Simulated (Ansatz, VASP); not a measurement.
# Nb in VASP and in Ansatz

Contents of INCAR:

```
SYSTEM = Nb
PREC = Accurate
ENCUT = 520
EDIFF = 1E-6
ISMEAR = 0
SIGMA = 0.1
LREAL = .False.
LASPH = .True.
NELM = 60
ALGO = Fast
ISIF = 2
LWAVE = .False.
LCHARG = .False.
GGA = PS
NBANDS = 12
```

The input KPOINTS:

```
Automatic mesh
0
Gamma
  18 18 18
  0 0 0
```

POSCAR

```
Nb
1.0
    0.0000000000      2.0446551000      2.0446551000
    2.0446551000      0.0000000000      2.0446551000
    2.0446551000      2.0446551000      0.0000000000
Nb
1
Direct
    0.0000000000      0.0000000000      0.0000000000
```

Input for Ansatz:

```yaml
crystal:
  lattice:
    - [0.0, 2.0446551, 2.0446551]
    - [2.0446551, 0.0, 2.0446551]
    - [2.0446551, 2.0446551, 0.0]
  atoms:
    - { symbol: Nb, position: [0.0, 0.0, 0.0] }
basis:
  ecutwfc: 420
kpoints:
  mp_grid: { grid: [18, 18, 18] }
hamiltonian:
  xc: pbesol
scf:
  occupations: { method: gaussian, width: 0.1 }
output:
  forces: true
  stress: true
  eigenvalues: true
  populations: true
```

Alike in both runs: task single point; functional PBEsol; k mesh 18 × 18 × 18; occupations gaussian, width 0.1 eV; no spin polarisation.

|  | VASP | Ansatz |
| --- | --- | --- |
| version | VASP 6.6.1 | Ansatz 0.2.0 |
| potentials or method | VASP PAW PBE potentials, release 64 (Nb_sv) | scalar-relativistic, plane waves, PAW |
| plane-wave cutoff (eV) | 520 | 420 |
| valence electrons in the cell | 13 | 13 |

Ansatz gave:

| Property | Result |
| --- | --- |
| gap on the k mesh at the Fermi level (eV) | none |
| pressure (GPa) | 11.4 |

**Question.** What did VASP give for the same quantities?

**Answer.** gap on the k mesh at the Fermi level (eV): none; pressure (GPa): 11.1.

A gap of «none» marks a metal or a gap that the smearing closes.

Caveats: the PAW data sets were made with another functional, which shifts forces and pressure a little (VASP).
